In zinc-blende MgS each sulfur atom has twelve nearest sulfur neighbours, which form six opposite pairs. An electron wave running through the crystal gives every pair a phase, and the pair contributes the cosine of that phase. With $a$, $b$ and $c$ for the columns point a, point b and point c, the six cosines add up to

$$F=\cos 2\pi a+\cos 2\pi b+\cos 2\pi c+\cos 2\pi(a-b)+\cos 2\pi(b-c)+\cos 2\pi(a-c).$$

This sum is 6 when all sulfur atoms are in phase and falls to −2 when out-of-phase neighbours outweigh the others as far as the lattice allows. If coupling between nearest neighbours dominates, an energy band built from one round orbital per sulfur atom should follow $F$ along a straight line.

Energy levels of zinc-blende MgS (two-atom cell, atoms slightly displaced) at points of a 6×6×6 k mesh, counted from the valence top. Computed with ABINIT 10.8.3 using LDA without spin polarisation or spin–orbit coupling, PseudoDojo NC SR LDA v0.4 stringent pseudopotentials, a plane-wave cutoff of 1034.03 eV and Fermi–Dirac smearing of 0.05 eV.

| point a (reciprocal cell vector) | point b (reciprocal cell vector) | point c (reciprocal cell vector) | level under 4 (eV) | level under 3 (eV) | level under 2 (eV) | level under 1 (eV) | level over 1 (eV) |
| --- | --- | --- | --- | --- | --- | --- | --- |
| 0.0000 | 0.0000 | 0.0000 | -11.272 | -0.048 | -0.018 | 0.000 | 3.143 |
| -0.3333 | 0.1667 | 0.0000 | -10.586 | -2.789 | -1.101 | -0.357 | 5.771 |
| 0.5000 | 0.5000 | 0.0000 | -10.347 | -2.903 | -1.089 | -1.064 | 3.642 |
| 0.3333 | 0.0000 | 0.3333 | -10.607 | -2.399 | -0.853 | -0.848 | 4.402 |
| 0.5000 | -0.1667 | 0.3333 | -10.341 | -2.592 | -1.616 | -1.316 | 4.760 |
| -0.3333 | -0.1667 | 0.3333 | -10.401 | -2.616 | -1.743 | -0.943 | 5.552 |
| 0.0000 | 0.0000 | 0.5000 | -10.575 | -3.211 | -0.378 | -0.351 | 4.825 |

Electron counting tells which levels these are. Sulfur brings six valence electrons and magnesium two outer ones, enough to fill four levels at each point. Sulfur's valence orbitals lie lower in energy than magnesium's outer ones, so the filled levels belong mainly to sulfur: the column level under 4 to 3s, and the three columns above it, up to level under 1, to 3p. Energies are counted from the valence top, which lies at point 1, the zone centre Γ.

The 3s level obeys the counting argument closely. Points 3 and 5 look unrelated, yet both have $F=-2$, and their 3s levels are −10.347 and −10.341 eV. A straight line in $F$, fitted to all seven points, has an rms miss of about 0.01 eV, while the level itself moves by 0.93 eV. The program's output after this text lists the points in the order of the table.

The direction of the slope comes from bonding. At Γ all the 3s orbitals have the same sign, so neighbouring orbitals reinforce each other and the level is deepest. Magnesium helps as well: its empty 3s orbital lies higher in energy and pushes the sulfur level down most strongly when the four sulfur atoms around it are in phase. That push varies as $4+2F$, again a straight line in $F$, so the fit cannot tell how much of the coupling runs directly between sulfur atoms and how much passes through magnesium.

The same in-phase pattern has the opposite effect on the 3p levels. A p orbital has a positive and a negative lobe. When all p orbitals point the same way, the positive lobe of one atom faces the negative lobe of the next, which is antibonding. This helps to make the 3p levels highest at Γ, where the 3s level is lowest. Magnesium works in the same direction. At Γ in the ideal crystal its empty 3s orbital cannot mix with sulfur 3p, because the contributions of the four surrounding sulfur atoms cancel. Away from Γ they no longer cancel for one combination of the three p orbitals, and the mixing pushes that combination down.

For p orbitals, however, $F$ is not enough, because direction matters. Points 2, 4 and 7 all have $F$ equal to zero, and their 3s levels nearly agree, but the highest 3p level is −0.848 eV at point 4 and about −0.35 eV at the other two. Two couplings describe the difference: $V_\sigma$ for p orbitals that meet head-on and $V_\pi$ for p orbitals that lie side by side. Both are effective sulfur–sulfur couplings, which absorb the paths through magnesium as far as two constants can.

Point 7, the zone-boundary point L, fixes their values. Relative to the mean 3p level at Γ, the model puts one level at $-8V_\sigma-4V_\pi$ and a pair at $-2V_\sigma-10V_\pi$. Matching the single level and the mean of the pair gives $V_\sigma=0.424$ eV and $V_\pi=-0.051$ eV. The head-on coupling dominates. Direct overlap favours it, and so does the path through magnesium 3s, so its size does not tell the two apart.

Point 3, the zone-boundary point X, had no part in setting these values and can be worked by hand. There the sulfur atoms form layers of alternating sign: an atom has four neighbours in phase within its own layer and eight out of phase in the layers above and below. Take the p orbital that points across the layers. The four in-phase neighbours meet it side by side and give $4V_\pi$; the eight others lie at 45° to it and give $-4V_\sigma-4V_\pi$. The total is $-4V_\sigma$, whereas at Γ the same count gives $4V_\sigma+8V_\pi$.

The level thus drops by $8V_\sigma+8V_\pi=8\times(0.424-0.051)\approx3.0$ eV on the way from Γ to X. The table has −2.903 eV, so the estimate is about 0.1 eV too deep. The two p orbitals that lie within the layers drop by only $4V_\sigma+12V_\pi\approx1.1$ eV, close to the computed pair at −1.064 and −1.089 eV. One deep level and a higher pair are the mark of a wave that singles out one direction and leaves the two others equivalent.

This symmetry also explains the rows that look irregular. Point 4 lies on the line from Γ to X and keeps the pattern of one level and a pair. At points 2, 5 and 6 the wave treats the three p orbitals differently, and three separate levels appear. The small splittings at Γ and within the pairs have another origin: the atoms are slightly displaced from their ideal sites, and without spin–orbit coupling these levels would coincide in the perfect crystal.

Over the five points not used to set it, the p model misses the computed levels by 0.11 eV rms. Its largest error, 0.20 eV, is in the highest 3p level at point 5, and most of its levels come out too high. Two simplifications may be to blame: the model stops at the nearest sulfur atoms, and the bent paths through magnesium do not fit exactly into one head-on and one sideways coupling. It is good enough to predict the grouping of the levels and their rough depth, but not their fine spacing.

The empty levels show where such counting fails. Suppose the column level over 1 were a single band of magnesium 3s orbitals, which also form an fcc lattice. From Γ to L, $F$ falls by 6 and the level rises from 3.143 to 4.825 eV. At X, where $F$ is lower by another 2, it should rise by a third of that step again, to about 5.4 eV.

The computed level at X is 3.642 eV, some 1.7 eV below this expectation and only 0.50 eV above the level at Γ. Among the sampled points the gap is still direct at Γ, but X is a close second. The size of the gap belongs to this slightly stretched zinc-blende cell, not to the usual rocksalt form of MgS, and LDA gaps are generally too small.

The single s band fails elsewhere too. Points 2, 4 and 7 share the same $F$, yet their lowest empty levels are 5.771, 4.402 and 4.825 eV. Drawing the line through point 4 instead of L would shrink the misfit at X but not remove it.

A state of different character has probably come down at X. The same run has a second empty level there, not shown in the table, at 5.400 eV. That is close to where the single s band was expected, so the magnesium 3s state may simply have become the second one. In the ideal crystal, symmetry lets magnesium p and d orbitals mix at X with sulfur s, but keeps magnesium 3s out of that mixture. Which of these orbitals makes the lowest level so low remains open. Resolving the lowest empty state at X into its atomic orbitals would settle the question.

Printed output of the fit:

```
fit of level_under_4 on 7 rows: constant -10.58 +/- 0.005, coefficient of F -0.116 +/- 0.0019; rms 0.0111, worst 0.3333 0.0254, leave-one-out rms 0.0248
Lattice sum and model levels in eV with misses (model less computed):
      row  lattice sum F  3s model     p low  p middle    p high    miss low  miss middle  miss high
      0.0              6    -11.28  -0.02202    -0.022  -0.02198     0.02598       -0.004   -0.02198
  -0.3333      4.996e-16    -10.58    -2.609   -0.9662   -0.3645      0.1797       0.1348    -0.0075
      0.5             -2    -10.35    -3.009    -1.111    -1.111     -0.1059     -0.02223   -0.04721
   0.3333      0.0007256    -10.58    -2.262   -0.8388   -0.8388      0.1371      0.01417   0.009192
      0.5             -2    -10.35    -2.534    -1.586    -1.111      0.0577      0.03019     0.2048
  -0.3333           -1.5    -10.41    -2.458    -1.636   -0.8144       0.158        0.107     0.1286
      0.0              0    -10.58    -3.211   -0.3645   -0.3645  -7.026e-11      0.01349   -0.01349
Head-on effective S-S p coupling set from L (eV): 0.4239
Sideways effective S-S p coupling set from L (eV): -0.05053
Rms miss of the p model on the five predicted rows (eV): 0.1104
Mean miss of the p model on the five predicted rows (eV): 0.06523
Spread of the 3s level over the seven points (eV): 0.931
Upper p pair at X relative to the mean p level at Gamma (eV): -1.054
Lowest empty level at X above that at Gamma (eV): 0.499
Lowest empty level at X expected from one s band through Gamma and L (eV): 5.386
That expectation less the computed level at X (eV): 1.744
```
